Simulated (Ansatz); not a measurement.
# The polar optical mode of CaO at 1 GPa, worked through

All numbers below come from DFT PBEsol, scalar-relativistic, plane waves, PAW in Ansatz. Plane waves to 420 eV; Γ-centred k mesh 8×8×8; fixed occupations. No spin polarisation. Phonons by linear response, acoustic sum rule imposed.

The cell, relaxed at 1 GPa:
```cif
data_structure
_symmetry_space_group_name_H-M 'P 1'
_symmetry_Int_Tables_number 1
_cell_length_a 3.3613
_cell_length_b 3.3613
_cell_length_c 3.3613
_cell_angle_alpha 60.000
_cell_angle_beta 60.000
_cell_angle_gamma 60.000
_cell_volume 26.85
loop_
_atom_site_label
_atom_site_type_symbol
_atom_site_fract_x
_atom_site_fract_y
_atom_site_fract_z
_atom_site_occupancy
Ca1 Ca 0.00000 0.00000 0.00000 1
O1 O 0.50000 0.50000 0.50000 1
```

Linear response gives ν_TO = 279.1 cm⁻¹, Born charges ±2.363 e (positive on Ca) and ε∞ = 3.860. The primitive cell holds 26.854 Å³, and the masses are 40.078 and 15.999 amu.

Question: Find ν_LO and the static dielectric constant.

Answer: The long-wave field adds a restoring force: ω_LO² − ω_TO² = Z*²e²/(ε_vac ε∞ μV). In these units ν_LO² − ν_TO² = 4.92064×10⁷ Z*²/(μ V ε∞) cm⁻², with μ = m₁m₂/(m₁ + m₂) = 11.434 amu: 231789 cm⁻². So ν_LO = √(279.1² + 231789) = 556.5 cm⁻¹, and the run gives 556.5. Lyddane–Sachs–Teller then gives ε0 = ε∞ (ν_LO/ν_TO)² = 15.35, against 15.35 in the run (it forms both from the same three quantities, so the match checks the arithmetic only). Between ν_TO and ν_LO the dielectric function is negative and an undamped crystal reflects fully: a reststrahlen band from 18.0 to 35.8 μm.

Question: What do the Clausius–Mossotti polarisability and the Szigeti charge come to?

Answer: With the Lorentz local field, α = (3V/4π)(ε∞ − 1)/(ε∞ + 2) = 3.13 Å³ for the pair, and e_S = 3Z*/(ε∞ + 2) = 1.21 e. The Born charge includes the electrons' response to the dipole's own local field, and e_S takes that enhancement out. The Lorentz field assumes point-like polarisable ions, a fair picture at this small ε∞.

Question: How strongly does a slow electron couple to the LO mode?

Answer: For one isotropic parabolic band, Fröhlich's constant is α_F = (1/ε∞ − 1/ε0) √(m* Ry/ħω_LO), with Ry = 13.606 eV, ħω_LO = 69.0 meV and m* in free-electron masses: α_F = 0.1939 × 14.04 × √m* = 2.72 √m*. The band mass isn't part of this run; for m* = 0.1, 0.3 and 1 it gives 0.86, 1.49, 2.72. In weak coupling the polaron lies α_F ħω_LO below the band edge (103 meV at m* = 0.3) with a mass m*(1 + α_F/6); past α_F of about 5 or 6 that expansion fails. A semilocal functional's ε∞ tends to be too large, which taken alone lowers α_F.